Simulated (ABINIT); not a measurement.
## Nb in ABINIT: the effect of target pressure

Crystal: Nb.

```
Nb
1.0
     0.00000    2.11500    2.11500
     2.11500    0.00000    2.11500
     2.11500    2.11500    0.00000
Nb
1
Direct
  0.00000 0.00000 0.00000
```

This isn't the form of Nb at room conditions, which is bcc.

Alike in all runs:

```yaml
Program: ABINIT 10.8.3 (patched build)
Task: relaxation of cell and atoms
Functional: PBEsol
Potentials_or_basis: JTH PAW PBE v2.0
Cutoff: 435 eV
k_mesh: 11 × 11 × 11
Occupations: fermi-dirac, width 0.05 eV
Spin: no spin polarisation
```

Each run relaxes the cell or the atoms first.

```tsv
target pressure	relaxed volume (Å³/atom)
0 GPa	18.08
10 GPa	?
20 GPa	16.43
```

Task: What does the run with target pressure 10 GPa give?

Result: Relaxed volume 17.18 Å³/atom.

Caveats: the PAW data sets were made with another functional, which shifts forces and pressure a little.
